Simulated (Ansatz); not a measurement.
## AlN (F-43m): phonons

The sound run that this one varies used LDA, PAW on Ansatz 0.2.0's default frozen-core files (fitted under PBE), scalar-relativistic.

This run repeats it with other settings: accuracy = low (was left out); basis.ecutrho_ratio = 12 (was left out); hamiltonian.xc = pbesol (was lda). These settings are too loose or unsuited, so the results are not properties of the crystal.

The structure is one entry of a database and needn't be the stable phase.

Command line:

```sh
ansatz run input.yaml --threads 1 --pin off --max-ram 3072MiB --backend cpu --events-out ev --progress --plain --runs-dir out
```

input.yaml:

```yaml
crystal:
  lattice:
    - [0.0, 2.17114309343, 2.17114309343]
    - [2.17114309343, 0.0, 2.17114309343]
    - [2.17114309343, 2.17114309343, 0.0]
  atoms:
    - { symbol: Al, position: [0.0, 0.0, 0.0] }
    - { symbol: "N", position: [0.25, 0.25, 0.25] }
kpoints:
  mp_grid: { grid: [8, 8, 8] }
scf:
  occupations: { method: fixed }
hamiltonian:
  xc: pbesol
  pseudopotentials: { kind: paw }
phonons:
  method: dfpt
  dielectric: true
  rigid_motions: translations
accuracy: low
basis:
  ecutrho_ratio: 12
```

The program printed:

```
Warning: RAYON_NUM_THREADS=1 ignored (pool sized by the plan → 1); use --threads N
Engine: ansatz 0.2.0, x86_64-unknown-linux-gnu
Pseudopotentials: kind: paw
Pseudopotential: Al, paw, valence charge 3, recommended cutoff 420 eV (normal), Al.paw.azcp
Pseudopotential: N, paw, valence charge 5, recommended cutoff 420 eV (normal), N.paw.azcp
Functional definition: PBEsol
  exchange = pbesol_x
  correlation = pbesol_c
Crystal: 2 atoms, lattice volume = 20.469 Å³
Basis set: ecut = 420 eV, 411 PW (Γ)
Bands: 8, of which v1, the nominal top of the filled ones, is band 4 counted from 1 (3 counted from 0)
Symmetry: 24 space group operations
k-points: 95 of 512 (irreducible under 4 space group operations, time reversal used)
Non-local potential: Al, projectors of the file, l = 0: 2, l = 1: 2, l = 2: 1
Non-local potential: N, projectors of the file, l = 0: 2, l = 1: 2, l = 2: 1
PAW form: soft (Blöchl's): semilocal exchange-correlation on the pseudo side does not see the compensation charge
PAW frozen core: Al, regenerated for the run's functional, and the local potential with it (the file was generated under x = pbe(κ = 0.804, μ = 0.2195149727645171), c = pbe(β = 0.06672455060314922))
[... 58 lines left out ...]
  ε⁰ (static dielectric tensor: ions relaxed, cell fixed):
        8.345193    -0.000000    -0.000000
       -0.000000     8.345193     0.000000
       -0.000000     0.000000     8.345193
  ε⁰ − ε∞ (ionic part):
        3.743527    -0.000000    -0.000000
       -0.000000     3.743527     0.000000
       -0.000000     0.000000     3.743527
  softest optical mode at Γ: 671.50 cm⁻¹; the repairs (sum rule, projections) moved no ω² at Γ by more than (3.90 cm⁻¹)²
  Born effective charges Z* (e; rows j = field, columns β = displacement):
    site 0:
         2.54448   -0.00000    0.00000
        -0.00000    2.54448    0.00000
        -0.00000    0.00000    2.54448
    site 1:
        -2.54448    0.00000   -0.00000
         0.00000   -2.54448   -0.00000
         0.00000   -0.00000   -2.54448
  Z* charge neutrality: 1.142e-3 e pre-enforcement
  solved inside a basis spanned on kpoints, on 8×8×8 k-points, its susceptibility summed on 12×12×12: ε∞ is read to err by 1.2e-2, Z* by 9.2e-3 e (field_mesh: kpoints solves on kpoints); Z* is corrected for what the basis lacks
  optical modes at Γ without the LO–TO term, one row a degenerate level:
      ω (cm⁻¹)  modes    IR ((D/Å)²/amu)
        671.50      3            48.5996
  optical modes at Γ + LO–TO along q̂ = [1.0000, 0.0000, 0.0000]:
      ω (cm⁻¹)  modes    IR ((D/Å)²/amu)
        671.50      2            32.3997
        904.29      1            16.1999
  optical modes at Γ + LO–TO along q̂ = [0.0000, 1.0000, 0.0000]:
      ω (cm⁻¹)  modes    IR ((D/Å)²/amu)
        671.50      2            32.3997
        904.29      1            16.1999
  optical modes at Γ + LO–TO along q̂ = [0.0000, 0.0000, 1.0000]:
      ω (cm⁻¹)  modes    IR ((D/Å)²/amu)
        671.50      2            32.3997
        904.29      1            16.1999
```

The run converged.

### Changed settings

A Kohn-Sham response run of a crystal whose listed input keys are changed from those of a sound run with the other settings (a changed key overrides); changes are against the sound run.

```
Ending                : converged
Highest phonon change : 1.11 %
Largest phonon shift  : 7.4 cm⁻¹
```

Limits of these numbers: frozen-core PAW files fitted under PBE, their cores solved anew for the functional of the run; settings unsound, results are not properties of the crystal; this zinc-blende form is metastable at ambient conditions; zone-boundary modes aren't tested.

It took 8.7 s on 1 thread of Intel(R) Xeon(R) 6975P-C (Granite Rapids), on a shared host, peak memory 0.45 GiB.
